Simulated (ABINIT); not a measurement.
The system is C.

```
C
1.0
     0.00000    1.78337    1.78337
     1.78337    0.00000    1.78337
     1.78337    1.78337    0.00000
C
2
Direct
  0.75000 0.75000 0.75000
  0.50000 0.50000 0.50000
```

This isn't the form of C at room conditions, which is graphite.

Base run:

| Property | Result |
| --- | --- |
| Program | ABINIT 10.8.3 (patched build) |
| Functional | revPBE |
| Potentials or basis | JTH PAW PBE v2.0 |
| Cutoff | 626 eV |
| k mesh | 13 × 13 × 13 |
| Occupations | fermi-dirac, width 0.05 eV |
| Spin | no spin polarisation |

Its results: band gap on the k mesh 4.13 eV, indirect (least direct gap 5.60 eV); pressure 5.9 GPa.

Problem. After a change of settings the same cell gave: band gap on the k mesh 4.19 eV, indirect (least direct gap 5.62 eV); pressure 0.7 GPa. Which change was it?
A. functional from revPBE to PBEsol
B. functional from revPBE to PW91
C. functional from revPBE to WC
D. functional from revPBE to BLYP

Solution. B.

PW91 binds more tightly than revPBE, so the same cell stands under less pressure.

Caveats: the PAW data sets were made with another functional, which shifts forces and pressure a little; an odd mesh through Γ misses points on the zone boundary, where band edges often lie; the atomic spheres overlap.

Runs at the PBE level aren't shown here.
